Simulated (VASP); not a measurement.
Here is a VASP 6.6.1 calculation.

INCAR

```
SYSTEM = SiC
PREC = Accurate ; ENCUT = 520
EDIFF = 1E-7 ; ISMEAR = -1
SIGMA = 0.02 ; LREAL = .FALSE.
LASPH = .TRUE. ; NELM = 100
ALGO = Fast ; ISIF = 2
LWAVE = .FALSE. ; LCHARG = .FALSE.
GGA = PE ; NBANDS = 11
```

Contents of KPOINTS:

```
Automatic mesh
0
G
  10 10 10
  0 0 0
```

The input POSCAR:

```
SiC
1.0
    0.0000000000      2.1780523476      2.2338104877
    2.1780523476      0.0000000000      2.2338104877
    2.1780523476      2.1780523476      0.0000000000
Si C
1 1
Direct
    0.0000000000      0.0000000000      0.0000000000
    0.2500000000      0.2500000000      0.2500000000
```

Potentials or basis: VASP PAW PBE potentials, release 64 (Si, C).

The run is started by

```bash
$ cat potpaw_PBE.64/Si/POTCAR potpaw_PBE.64/C/POTCAR > POTCAR
$ mpirun -np 1 vasp_std > vasp.out
```

Question: Estimate the band gap on the k mesh.

Answer: 1.25 eV, indirect (least direct gap 4.49 eV).

Question: Estimate the pressure.

Answer: -2.0 GPa.

Stress tensor (GPa, compression positive):
```
 0.30  0.00  0.00
 0.00  0.30  0.00
 0.00  0.00 -6.52
```

A k mesh can miss the band edges.
